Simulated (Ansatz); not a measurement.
A distorted cell of Li$_{2}$O (anti-fluorite):

```
CELL_PARAMETERS angstrom
      0.00000     4.62614     4.62614
      2.31307     0.00000     2.31307
      2.31307     2.31307     0.00000
ATOMIC_POSITIONS crystal
  O  0.00000 0.00000 0.00000
  O  0.50000 0.00000 0.00000
  Li 0.10815 0.26123 0.26123
  Li 0.64185 0.23877 0.23877
  Li 0.35815 0.76123 0.76123
  Li 0.89185 0.73877 0.73877
```

Computed with PBE (plane waves to 420 eV, PAW, scalar-relativistic; Ansatz, an electronic-structure program). k mesh 6×12×12 (Γ-centred), Fermi-Dirac smearing 0.05 eV. Stress and pressure are positive under compression. Li2O was relaxed with its symmetry unable to fall.

Problem. What forces act on the atoms (eV/Å, Cartesian)?

Solution. 
| atom | Fx | Fy | Fz |
|---|---|---|---|
| O1 | 0.000 | 0.000 | 0.000 |
| O2 | 0.000 | 0.000 | 0.000 |
| Li3 | -0.365 | 0.365 | 0.365 |
| Li4 | 0.458 | -0.458 | -0.458 |
| Li5 | -0.458 | 0.458 | 0.458 |
| Li6 | 0.365 | -0.365 | -0.365 |

Problem. What is the stress tensor (GPa)?

Solution. 
```
   0.50     0.10     0.10
   0.10     0.50    -0.10
   0.10    -0.10     0.50
```
The pressure, a third of the trace, is 0.50 GPa.

(For displaced atoms, the force is minus the slope of the energy, and its curvature is a force constant, which sets phonon frequencies.)
